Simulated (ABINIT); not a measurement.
Runs of ABINIT 10.8.3 (patched build) on Co. It takes space group P6_3/mmc (No. 194, hexagonal). The conventional cell has a = 2.472 Å, b = 2.472 Å, c = 4.021 Å, α = 90.00°, β = 90.00°, γ = 120.00°. Around Co (site symmetry -6m2) lie 12 Co at 2.47 Å. 

| task | level | potentials or basis | U | k mesh | cutoff (eV) | smearing | double counting (usepawu) | occupation projector (dmatpuopt) | perturbed atom | perturbed element | parameter computed | mesh quality | gap on the mesh (eV) | pressure (GPa) | moment (μB) |
| --- | --- | --- | --- | --- | --- | --- | --- | --- | --- | --- | --- | --- | --- | --- | --- |
| Hubbard U by linear response | PBE+U | JTH PAW PBE v2.0 | Co d U = 0 eV | 6 × 6 × 4 | 599 | cold (ABINIT) 0.2 eV | 1 | 3 | 1 | Co | U | coarse | none | - | 3.19 |
| optical spectrum | LDA | PseudoDojo NC SR LDA v0.4.1 standard | - | 20 × 20 × 12, shifted | 1252 | fermi-dirac 0.2 eV | - | - | - | - | - | not flagged | - | -15.6 | 2.79 |
| single point | PBEsol | PseudoDojo NC SR PBEsol v0.4 stringent | - | 9 × 9 × 5 | 1306 | fermi-dirac 0.05 eV | - | - | - | - | - | not flagged | none | -9.3 | (a) |
| optical spectrum | PBEsol | PseudoDojo NC SR PBEsol v0.4 stringent | - | 16 × 16 × 10, shifted | 1306 | methfessel-paxton 0.2 eV | - | - | - | - | - | not flagged | - | -8.8 | (b) |
| single point | LDA | PseudoDojo NC SR LDA v0.4.1 standard | - | 9 × 9 × 5 | 1252 | fermi-dirac 0.05 eV | - | - | - | - | - | not flagged | none | -15.7 | 3.03 |

Alike in all rows: spin collinear, ferromagnetic start; cell as given.

Question: Fill in the values left out.

Answer: (a) 3.06; (b) 3.13.

Caveats: some runs use coarse meshes; the intraband (Drude) term is left out (some runs); spectra need much finer meshes, so this one isn't converged (some runs); independent-particle spectra lack excitons (some runs); so large a pressure means that the cell lies far from this level's equilibrium, or that cutoff or potentials fall short (some runs); the shifted atom has its images in every cell, so this scalar value isn't converged in cell size and belongs to these projectors alone (some runs); the U is typed as a test and isn't derived for this compound (some runs).

A gap of «none» marks a metal or a gap under the smearing width.
